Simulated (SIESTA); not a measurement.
The system is Mg.

```
CELL_PARAMETERS angstrom
3.17683 0.00000 0.00000
-1.58841 2.75121 0.00000
0.00000 0.00000 10.31886
ATOMIC_POSITIONS crystal
Mg 0.66667 0.33333 0.75000
Mg 0.00000 0.00000 0.50000
Mg 0.33333 0.66667 0.25000
Mg 0.00000 0.00000 0.00000
```

Base run:

| Item | Value |
| --- | --- |
| Program | SIESTA 5.4.2 |
| Functional | LDA |
| Potentials or basis | PseudoDojo 0.4 standard (LDA files) |
| Basis | DZP (energy shift 0.002 Ry) |
| Grid cutoff | 800 Ry |
| Energy shift | 0.002 Ry |
| k mesh | 10 × 10 × 3 |
| Occupations | fermi-dirac, width 0.05 eV |
| Spin | no spin polarisation |

Its results: band gap on the k mesh none (metal or under the smearing width); pressure 1.1 GPa.

**Question.** The run is repeated on the same cell with these changes: functional from LDA to PBEsol; potentials or basis from PseudoDojo 0.4 standard (LDA files) to PseudoDojo 0.4 standard (PBEsol files). What comes out?

**Answer.** Band gap on the k mesh none (metal or under the smearing width); pressure 2.5 GPa.

Caveats: semicore shells carry a single zeta, which can move pressures by several GPa and volumes by a few percent; the basis of atomic orbitals isn't converged, which shifts pressures, moduli and gaps.
